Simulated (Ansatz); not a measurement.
We consider L1₀ (CuAu-type) CoPt, described by PBE-D3(BJ) in Ansatz (plane waves, PAW).

Run with plane-wave cutoff 500 eV, 20×20×16 k mesh (along the axes of the cell as run), Fermi–Dirac smearing 0.1 eV, spin-polarised with parallel moments, scalar-relativistic PAW data made under PBE.

Computed at the level's own relaxed cell.

Task: What does this level give for the volume per atom, lattice constant a, c axis length and magnetic moment (largest site, within a sphere)?

Result: 
- volume per atom = 13.11 Å³/atom
- lattice constant a = 2.671 Å
- c axis length = 3.675 Å
- magnetic moment (largest site, within a sphere) = 1.89 μB

Measured, for comparison: lattice constant a 2.694 Å (temperature not stated, not corrected to a static lattice, P4/mmm two-atom cell, a_fct/√2; as tabulated in Karoui et al. (2013), arXiv:1204.5845); lattice parameter c 3.707 Å (temperature not stated, not corrected to a static lattice; as tabulated in Karoui et al. (2013), arXiv:1204.5845). Computed (rounded) less measured: lattice constant a -0.9 %, lattice parameter c -0.9 %. A static lattice is as a rule a little smaller and stiffer than an uncorrected measurement, which narrows the difference in the lattice constant a, lattice parameter c and would widen misses of the other sign.

Note: a distance lies near a switch of the dispersion term, which can move the cell.

Moments are spin moments.

Spin–orbit coupling is not included.

Computed values are for the static lattice.

It cost about 7 core-minutes (a rough figure) of CPU time.

Ansatz is a first-principles code.
